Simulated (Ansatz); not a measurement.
## Structure types of Mo compared at 380 GPa

Structure types of Mo are relaxed in primitive cells with their symmetry kept at 380 GPa, first on PAW files, then by LAPW. The enthalpy is E + pV at zero temperature, without zero-point motion. Only the types listed were tried, and differences under about 5 meV/atom are mesh noise. Not among the end structures: fcc, which may lie lower.

Computed with Ansatz 0.2.0; functional PBE, scalar-relativistic. Settings: Fermi–Dirac smearing of 0.1 eV, no spin polarisation. Methods: LAPW: all electrons, basis error target 0.5 meV/atom; PAW: frozen-core files, cutoff 420 eV.

k meshes: bcc 20×20×20, hcp 18×18×10, omega 10×10×13, simple hexagonal 19×19×18, diamond 15×15×15.

**Question.** Which type is lowest in enthalpy, and by how much?

**Answer.** bcc, 281 meV/atom below hcp. The whole table:

```csv
start type,ends as,"a, b, c (Å)",V (Å³/atom),"H − H(lowest), LAPW (meV/atom)","same, PAW"
bcc,"bcc, Im-3m","2.656, 2.656, 2.656",9.37,0.0,0.0
hcp,"hcp, P6_3/mmc","2.375, 2.375, 3.778",9.23,281.4,275.3
omega,"omega, P6/mmm","3.760, 3.760, 2.274",9.28,456.7,452.5
simple hexagonal,"simple hexagonal, P6/mmm","2.278, 2.278, 2.102",9.45,1470.7,1466.2
diamond,"diamond, Fd-3m","4.445, 4.445, 4.445",10.98,8390.3,8392.0
```

**Question.** Split the lead of bcc over hcp into energy and pV.

**Answer.** For hcp less bcc: ΔE = +612.7 meV/atom, and p·ΔV = 380 GPa × -0.1397 Å³ × 6.242 meV/(GPa·Å³) = -331.3 meV/atom, together 281.4 meV/atom. bcc wins by its internal energy, though it is the less dense.

**Question.** Would hcp gain on bcc at higher pressure?

**Answer.** Yes: dH/dp = V, and its volume is smaller by 0.14 Å³/atom. Held constant, that would close the gap after about 320 GPa more, a rough figure, since the volume difference changes with pressure.
